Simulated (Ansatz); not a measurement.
# Relaxing an invented P structure

Computed with DFT PBE, scalar-relativistic, plane waves, PAW in Ansatz 0.2.0. Cutoff 420 eV, Gaussian smearing, Γ-centred meshes. Cell and atoms relax first on a coarse mesh and then on a converged one. In between, the cell is made exact in the group found at 0.06 Å. The steps can't lower the symmetry of their start. No spin polarisation.

A trial structure of P was built thus: 4-connected net of one element (P6_3/mmc, No. 194). Lengths were set from tabulated atomic sizes, so they are only a guess.

```cif
data_structure
_symmetry_space_group_name_H-M 'P6_3/mmc'
_symmetry_Int_Tables_number 194
_cell_length_a 3.4946
_cell_length_b 3.4946
_cell_length_c 17.1200
_cell_angle_alpha 90.000
_cell_angle_beta 90.000
_cell_angle_gamma 120.000
_cell_volume 181.06
loop_
_atom_site_label
_atom_site_type_symbol
_atom_site_symmetry_multiplicity
_atom_site_Wyckoff_symbol
_atom_site_fract_x
_atom_site_fract_y
_atom_site_fract_z
_atom_site_occupancy
P1 P 4 e 0.00000 0.00000 0.18750 1
P2 P 4 f 0.33333 0.66667 0.52083 1
P3 P 4 f 0.33333 0.66667 0.64583 1
```

Energies count from the standard state of P at the same level. The references include black phosphorus.

**Question.** Where does the relaxation end?

**Answer.** The symmetry stays P6_3/mmc (No. 194). The volume per atom grows by 94.1 %, from 15.1 to 29.3 Å³. The shortest distance goes from 2.14 Å (P–P) to 2.26 Å (P–P). The ratio c/a of the conventional cell changes by a factor of 2.34. The energy falls by about 0.87 eV/atom (the start's value is from the coarse mesh). Conventional cell: a = 3.281 Å, c = 37.692 Å. P on its first site is surrounded by 3 P at 2.26 Å; P on its second site is surrounded by 3 P at 2.26 Å; around P on its third site lie 3 P at 2.26 Å.

Space group P6_3/mmc (No. 194). a = 3.281 Å, b = 3.281 Å, c = 37.692 Å, α = 90.00°, β = 90.00°, γ = 120.00°
```json
{"atom": "P", "site": "4e", "symmetry": "3m.", "x": "0.0000", "y": "0.0000", "z": "0.1828"}
{"atom": "P", "site": "4f", "symmetry": "3m.", "x": "0.3333", "y": "0.6667", "z": "0.5165"}
{"atom": "P", "site": "4f", "symmetry": "3m.", "x": "0.3333", "y": "0.6667", "z": "0.6498"}
```

**Question.** How does it come out in energy, and is it a metal?

**Answer.**

| Quantity | Value |
| --- | --- |
| Energy over the standard state | +0.011 eV/atom |
| Gap on the 12×12×1 mesh of the 12-atom cell | 1.68 eV |

So it is a metastable form at best.

The last run used Gaussian smearing of 0.02 eV. No dispersion correction is applied, so the spacing and binding between layers, chains or molecules are poorly described. Kohn–Sham gaps at this level usually fall short of measured ones. The reference form of P is held partly by dispersion forces, which this level lacks. Symmetry constrained the relaxation, so the result can be a saddle point.
